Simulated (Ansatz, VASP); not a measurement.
# InSbSe3 in two plane-wave programs, part 2 of 2

Wanted: the spread between two codes on one cell, functional and k mesh. Of the first pair: The structure shown is the start of the Ansatz relaxation below; VASP solves that cell, so the two are compared at the walk's first step.

VASP 6.6.1 and Ansatz 0.2.0.

So far: The starting structure; Ansatz: relaxation, PBE; VASP: single point, PBE, start cell, pair 1.

## Step 3: VASP: single point, PBE, start cell, pair 1 (continued)

Level of this step: PBE; plane waves and PAW (Sb, In_d, Se) (VASP).

Numbers of over 12 decimals in the logs are rounded to 6 here.

OUTCAR, selected parts (step 3):

```text
ion  position               nearest neighbor table
   1  0.333  0.333  0.259-   4 2.83   4 2.83   4 2.83   3 3.07   3 3.07   3 3.07
   2  0.667  0.667  0.361-   5 2.68   5 2.68   5 2.68   3 2.96   3 2.96   3 2.96
   3  0.000  0.000  0.313-   2 2.96   2 2.96   2 2.96   1 3.07   1 3.07   1 3.07
   4  0.667  0.667  0.217-   1 2.83   1 2.83   1 2.83
   5  0.333  0.333  0.396-   2 2.68   2 2.68   2 2.68

  LATTYP: Found a hexagonal cell.
 ALAT       =     4.0692250563
 C/A-ratio  =     9.1037739343

 Subroutine GETGRP returns: Found  6 space group operations
 (whereof  6 operations were pure point group operations)

The static configuration has the point symmetry C_3v.

 Found     10 irreducible k-points:

   k-points           NKPTS =     10   k-points in BZ     NKDIM =     10   number of bands    NBANDS=     24

   dimension x,y,z NGX =    28 NGY =   28 NGZ =  250
   dimension x,y,z NGXF=    56 NGYF=   56 NGZF=  500

   ENCUT  =  400.0 eV  29.40 Ry    5.42 a.u.   6.64  6.64 60.41*2*pi/ulx,y,z

   NELECT =      36.0000    total number of electrons

 k-points in reciprocal lattice and weights: Automatic mesh
   0.00000000  0.00000000  0.00000000       0.016
   0.12500000  0.00000000  0.00000000       0.094
   0.25000000  0.00000000  0.00000000       0.094
   0.37500000  0.00000000  0.00000000       0.094
   0.50000000  0.00000000  0.00000000       0.047
   0.25000000  0.12500000  0.00000000       0.094
   0.37500000  0.12500000  0.00000000       0.188
   0.50000000  0.12500000  0.00000000       0.188
   0.50000000  0.25000000  0.00000000       0.094
  -0.37500000  0.25000000  0.00000000       0.094

 dipolmoment           0.000000      0.000000      0.038879 electrons x Angstroem

 average (electrostatic) potential at core
       1 -96.3834       2-104.0378       3 -60.8718       4 -61.2001       5 -60.6062

 E-fermi :  -2.7277

 k-point     1 :       0.0000    0.0000    0.0000
  band No.  band energies     occupation
    ...
     14      -4.1031      2.00000
     15      -4.1031      2.00000
     16      -3.7483      2.00000
     17      -3.7483      2.00000
     18      -3.6048      2.00000
     19      -2.3685      0.00152
     20      -1.1589      0.00000
     21      -1.1589      0.00000
     22      -1.0748      0.00000
     23       0.9099      0.00000
    ...

 k-point     2 :       0.1250    0.0000    0.0000
  band No.  band energies     occupation
    ...
     14      -4.5422      2.00000
     15      -4.2844      2.00000
     16      -4.1424      2.00000
     17      -3.7324      2.00000
     18      -3.2297      1.99991
     19      -1.8722      0.00000
     20      -1.2866      0.00000
     21      -0.9287      0.00000
     22      -0.3657      0.00000
     23       0.9854      0.00000
    ...

 k-point     3 :       0.2500    0.0000    0.0000
  band No.  band energies     occupation
    ...
     14      -5.3504      2.00000
     15      -4.6838      2.00000
     16      -4.1094      2.00000
     17      -3.8051      2.00000
     18      -3.7371      2.00000
     19      -1.7281      0.00000
     20      -0.8358      0.00000
     21      -0.5422      0.00000
     22       0.0406      0.00000
     23       1.4604      0.00000
    ...

  Total       -0.5370233     -0.5370232     -0.4553124     -0.0000001      0.0000000      0.0000000
  in kB       -1.6196326     -1.6196324     -1.3731970     -0.0000002      0.0000000      0.0000000
  external PRESSURE =      -1.5374873 kB  Pullay stress =       0.0000000 kB

  energy-cutoff  :      400.00
  volume of cell :      531.24
      direct lattice vectors                 reciprocal lattice vectors
     4.069225000  0.000000000  0.000000000     0.245747040 -0.141882164  0.000000000
     2.034613000  3.524052000  0.000000000     0.000000000  0.283764258  0.000000000
     0.000000000  0.000000000 37.045305000     0.000000000  0.000000000  0.026993974

 POSITION                                       TOTAL-FORCE (eV/Angst)
 -----------------------------------------------------------------------------------
      2.03461      1.17468      9.61187         0.000000      0.000000      0.015402
      4.06923      2.34937     13.37699        -0.000000      0.000000     -0.101494
      0.00000      0.00000     11.58253        -0.000000      0.000000     -0.392032
      4.06923      2.34937      8.04178        -0.000000      0.000000      0.253482
      2.03461      1.17468     14.66444         0.000000      0.000000      0.224642
 -----------------------------------------------------------------------------------
    total drift:                               -0.000541     -0.000001      0.000155

  FREE ENERGIE OF THE ION-ELECTRON SYSTEM (eV)
  ---------------------------------------------------
  free  energy   TOTEN  =       -19.0902548021 eV

  energy  without entropy=      -19.0902317526  energy(sigma->0) =      -19.09024328

 vacuum level on the upper side and lower side of the slab         2.768         2.277

 total charge
# of ion       s       p       d       tot
------------------------------------------
    1        1.318   0.882   0.053   2.253
    2        0.782   0.580   9.915  11.276
    3        1.475   2.301   0.022   3.798
    4        1.487   2.250   0.021   3.758
    5        1.473   2.328   0.020   3.820
--------------------------------------------------
tot          6.534   8.340  10.031  24.906

[... 3 further parts left out ...]
```

## Step 4: Comparison

Known differences besides the potentials themselves: Ansatz cuts the interaction across the vacuum, VASP repeats the sheet with a dipole correction (LDIPOL); the data sets hold 76 valence electrons in Ansatz (on its default PAW (the set named soft_2) files) and 36 in VASP; the cutoff is 420 eV in Ansatz and 400 eV in VASP. Total energies have different zeros and are not compared.

Forces (eV/Å; atoms numbered as in POSCAR):

| atom | Ansatz x, y, z | VASP x, y, z |
| --- | --- | --- |
| Sb1 | 0.000, 0.000, -0.003 | 0.000, 0.000, 0.015 |
| In2 | 0.000, 0.000, -0.101 | 0.000, 0.000, -0.101 |
| Se3 | 0.000, 0.000, -0.375 | 0.000, 0.000, -0.392 |
| Se4 | 0.000, 0.000, 0.259 | 0.000, 0.000, 0.253 |
| Se5 | 0.000, 0.000, 0.219 | 0.000, 0.000, 0.225 |

The forces differ by 6.8 meV/Å r.m.s., which is 5.0 % of the r.m.s. force of 0.136 eV/Å (both taken over all components). Where the cell holds vacuum, a pressure given here is an average over it and none of the material.

## Step 5: Ansatz: relaxation, PBE

This run makes the geometry at which the two programs are then compared.

The structure compared here is the end of the Ansatz relaxation.

This is the run of step 2 again, met here at its other cell.

## Step 6: VASP: single point, PBE, relaxed cell, pair 2

The same cell, functional, mesh and smearing now go to VASP, with its own data sets.

INCAR reads:

```
SYSTEM = InSbSe3
PREC = Accurate
ENCUT = 400
EDIFF = 1E-06
NELM = 120
ISMEAR = -1
SIGMA = 0.05
LREAL = .FALSE.
ALGO = Normal
GGA = PE
NBANDS = 24
LORBIT = 11
LWAVE = .FALSE.
LCHARG = .FALSE.
ISIF = 2
LDIPOL = .TRUE.
IDIPOL = 3
DIPOL = 0.5 0.5 0.309
LVHAR = .TRUE.
LASPH = .TRUE.
GGA_COMPAT = .FALSE.
EFERMI = MIDGAP
NELMDL = -8
KPAR = 2
```

POSCAR reads:

```
InSbSe3
1.0
    4.0550170625     -0.0000000058      0.0000000000
    2.0275085363      3.5117477861      0.0000000000
    0.0000000000      0.0000000000     37.0453050456
Sb In Se
1 1 3
Direct
    0.3333333333      0.3333333333      0.2598948098
    0.6666666666      0.6666666666      0.3606115209
    1.0000000000      1.0000000000      0.3109838436
    0.6666666666      0.6666666666      0.2182845112
    0.3333333333      0.3333333333      0.3963757266
```

KPOINTS reads:

```
Automatic mesh
0
Gamma
8 8 1
0 0 0
```

PAW data sets: Sb, In_d and Se (PBE family, release 64).

The run is started by

```console
> mpirun -np 2 vasp_std
```

The program printed:

```text
[... set-up lines as in an earlier step ...]
 entering main loop
       N       E                     dE             d eps       ncg     rms          rms(c)
DAV:   1     0.250535613390E+03    0.25054E+03   -0.11098E+04   552   0.886E+02
DAV:   2     0.130320745279E+02   -0.23750E+03   -0.23239E+03   696   0.226E+02
DAV:   3    -0.185927861417E+02   -0.31625E+02   -0.31166E+02   592   0.909E+01
DAV:   4    -0.197728975484E+02   -0.11801E+01   -0.11746E+01   632   0.243E+01
[...]
DAV:  25    -0.191138366459E+02   -0.26335E-05   -0.31596E-08   408   0.891E-04    0.276E-04
DAV:  26    -0.191138389851E+02   -0.23392E-05   -0.44167E-08   408   0.753E-04    0.404E-04
DAV:  27    -0.191138394846E+02   -0.49949E-06   -0.67551E-09   384   0.457E-04
   1 F= -.19113839E+02 E0= -.19113815E+02  d E =-.487327E-04
```

From OUTCAR (step 6):

```text
  Total       -0.0507180     -0.0507180     -0.0355112     -0.0000000     -0.0000000      0.0000000
  in kB       -0.1540363     -0.1540363     -0.1078516     -0.0000000     -0.0000000      0.0000000
  external PRESSURE =      -0.1386414 kB  Pullay stress =       0.0000000 kB

 POSITION                                       TOTAL-FORCE (eV/Angst)
 -----------------------------------------------------------------------------------
      2.02751      1.17058      9.62788        -0.000000      0.000000      0.020712
      4.05502      2.34117     13.35896        -0.000000     -0.000000      0.011363
      0.00000      0.00000     11.52049        -0.000000      0.000000     -0.019448
      4.05502      2.34117      8.08642         0.000000      0.000000     -0.009224
      2.02751      1.17058     14.68386         0.000000     -0.000000     -0.003404
 -----------------------------------------------------------------------------------
    total drift:                                0.000001      0.000000      0.000182

  FREE ENERGIE OF THE ION-ELECTRON SYSTEM (eV)
  ---------------------------------------------------
  free  energy   TOTEN  =       -19.1138394846 eV

  energy  without entropy=      -19.1137907519  energy(sigma->0) =      -19.11381512

[... 1 part as in an earlier step ...]

[... 2 further parts left out ...]
[key lines of the parts left out:]
E-fermi :  -2.6991
```

## Step 7: Side by side

What differs besides the data sets and the points named for the pairs above, as far as they apply: the data sets hold 76 valence electrons in Ansatz (on its default PAW (the set named soft_2) files) and 36 in VASP. Total energies have different zeros and are not compared.

Compared:

| quantity | Ansatz | VASP | difference |
| --- | --- | --- | --- |
| gap on the k mesh (eV) | 0.748 | 0.738 | +0.010 |

The largest component of a force difference here is 20 meV/Å. A gap on the mesh is an upper bound, since the band edges may lie between its points. Where the cell holds vacuum, a pressure given here is an average over it and none of the material.

## Step 8: Summary of results

| Item | Value |
| --- | --- |
| r.m.s. force difference (single point, PBE, start cell, pair 1) | 6.8 meV/Å |
| difference in gap on the k mesh (single point, PBE, relaxed cell, pair 2) | 0.0100 eV |
| r.m.s. force difference (single point, PBE, relaxed cell, pair 2) | 7.3 meV/Å |

In words: The r.m.s. force difference is 7.3 meV/Å (single point, PBE, relaxed cell, pair 2), within the 12 meV/Å picked in this series as the mark of a large difference. The data sets hold unlike numbers of valence electrons (76 in Ansatz and 36 in VASP), so part of the differences may come from the potentials. How closely two codes agree says nothing of how well the functional describes the real material.

[Lines on the potential files, build, host, timing and source positions are cut from VASP's logs without a mark.]

[Logs are printed without paths, hosts, clocks, repeated set-up lines and the standing remarks that a program may print on its own settings, such as how far it seeks lower states.]

[Hosts, paths, dates, database ids (printed as entryN), source tags and the programs' standing remarks are cut or masked in the printed files.]
